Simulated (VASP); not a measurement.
C: single point with PBE

The system is C.

```
C
1.0
     0.00000    1.78672    1.78672
     1.78672    0.00000    1.78672
     1.78672    1.78672    0.00000
C
2
Direct
  0.00000 0.00000 0.00000
  0.25000 0.25000 0.25000
```

This isn't the form of C at room conditions, which is graphite.

- Program: VASP 6.6.1
- Task: single point
- Functional: PBE
- Potentials or basis: VASP PAW PBE potentials, release 64 (C)
- Cutoff: 520 eV
- k mesh: 10 × 10 × 10
- Occupations: gaussian, width 0.02 eV
- Spin: no spin polarisation
- Further INCAR settings: ALGO = Normal; EDIFF = 1e-07

The pressure is 0.0 GPa and the band gap on the k mesh is 4.16 eV, indirect (least direct gap 5.57 eV).

Levels at points of the mesh, in eV from the valence-band top:
| k point | band 1 | band 2 | band 3 | band 4 | band 5 | band 6 | band 7 | band 8 |
| --- | --- | --- | --- | --- | --- | --- | --- | --- |
| (0.00, 0.00, 0.00) | -21.40 | 0.00 | 0.00 | 0.00 | 5.57 | 5.57 | 5.57 | 13.20 |
| (0.50, 0.00, 0.00) | -15.66 | -13.31 | -2.79 | -2.79 | 8.44 | 8.44 | 8.77 | 15.65 |
| (0.50, 0.50, 0.00) | -12.72 | -12.72 | -6.26 | -6.26 | 4.75 | 4.75 | 16.72 | 16.72 |

Run time: 7.3 s on 1 thread of Intel(R) Xeon(R) Platinum 8375C CPU @ 2.90GHz (Ice Lake), on a shared host, peak memory 0.11 GiB.

A k mesh can miss the band edges.
